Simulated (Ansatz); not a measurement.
## PbSe (Clausthalite) under changes of volume

One of the cells (28.671 Å³/atom); the others are scaled copies at fixed shape and fractional positions:

```xyz
2
Lattice="0.0000 3.0606 3.0606 3.0606 0.0000 3.0606 3.0606 3.0606 0.0000" Properties=species:S:1:pos:R:3 pbc="T T T"
Pb    0.0000    0.0000    0.0000
Se    3.0606    3.0606    3.0606
```

```yaml
Program: Ansatz 0.2.0
Functional: HISS
Potentials_or_basis: Ansatz PAW
Cutoff: "420 eV (not typed: the program's choice for these potentials)"
k_mesh: 4 × 4 × 4
Occupations: fermi-dirac, width 0.05 eV
Spin: no spin polarisation
```

```tsv
volume (Å³/atom)	energy over the lowest point (meV/atom)	pressure (GPa)	gap on the mesh (eV)
26.951	31.52	5.0	0.56
27.524	16.41	3.5	0.65
28.097	6.48	2.1	0.74
28.671	?	?	?
29.244	0.00	-0.2	0.90
29.818	2.54	-1.2	0.97
30.391	8.47	-2.1	1.04
```

What does the run at 28.671 Å³/atom give?

Energy over the lowest point 1.17 meV/atom; pressure 0.9 GPa; gap on the mesh 0.82 eV.

Worked out: A Birch-Murnaghan fit of order 3 (a polynomial in V^(-2/3)) to the other rows has its minimum at 29.13 Å³/atom with B0 = V·E''(V) = 54 GPa and B' = 4.5. It gives 1.15 meV/atom at 28.671 Å³/atom, against the run's 1.17, and -dE/dV = 0.9 GPa, against 0.9. A straight line through the other rows of the gap, of slope 4 eV per unit of ln V (its deformation potential), gives 0.81 eV, against the run's 0.82.

Energies are extrapolated to zero smearing.

Caveats: all runs use coarse meshes; spin-orbit coupling is left out, which as a rule narrows the gap of such compounds by several tenths of an eV; the PAW data sets come from PBE, with cores solved anew for the run's functional, which leaves a small shift of forces and pressure; the thresholds are loose for stress.

A mesh can miss the band edges.
